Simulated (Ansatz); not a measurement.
All numbers below come from DFT PBE, scalar-relativistic, plane waves, PAW (Ansatz).

Plane waves to 420 eV, a k mesh through Γ of 16×16×10 on the computed 2-atom cell and Gaussian smearing (0.05 eV); no spin polarisation.

Structure with the computed forces (eV/Å) in the last three columns:

```xyz
2
Lattice="2.1658 -1.2566 -0.0177 2.1716 1.2666 -0.0361 -1.4502 -0.0296 3.4967" Properties=species:S:1:pos:R:3:forces:R:3 pbc="T T T" pressure_GPa=-1.85
C     3.5125    0.0114   -0.0395    6.9540   -0.5000   -0.1840
C    -0.6254   -0.0309    3.4823   -6.9540    0.5000    0.1840
```

Stress tensor (GPa, compression positive):

```
-11.03  -2.57   0.71
 -2.57   3.21   0.00
  0.71   0.00   2.27
```

The cell holds layers, and where no dispersion correction was added their binding is poorly described.